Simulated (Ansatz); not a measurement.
Runs of Ansatz 0.2.0 on MgSi. It takes space group P4/mmm (No. 123, tetragonal). Conventional cell: a = 2.908 Å, b = 2.908 Å, c = 4.103 Å, α = 90.00°, β = 90.00°, γ = 90.00°. Si (site symmetry 4/mmm) has 8 Mg at 2.90 Å and 4 Si at 2.91 Å as nearest neighbours. Around Mg (site symmetry 4/mmm) lie 8 Si at 2.90 Å and 4 Mg at 2.91 Å. The cell comes from a database or a generator and needn't be the stable form of this composition.

```csv
task,level,cutoff (eV),points for each segment of the path,gap on the mesh (eV),pressure (GPa)
band structure,PBEsol,420,14,none,(b)
single point,r2SCAN0,500,-,none,(a)
band structure,HSE06,420,4,none,-0.5
band structure,r2SCAN,500,14,none,-0.8
band structure,LDA,420,14,none,-2.9
```

Alike in all rows: potentials or basis Ansatz PAW; no spin polarisation; cell as given; k mesh 5 × 5 × 4; smearing fermi-dirac 0.05 eV; the mesh is coarse, so values aren't converged.

Fill in the values left out.

(a) -1.0; (b) -1.1.

Caveats: all runs use coarse meshes; the PAW data sets come from PBE, with cores solved anew for the run's functional, which leaves a small shift of forces and pressure; the thresholds are loose for stress (some runs).

A gap of «none» marks a metal or a gap under the smearing width.
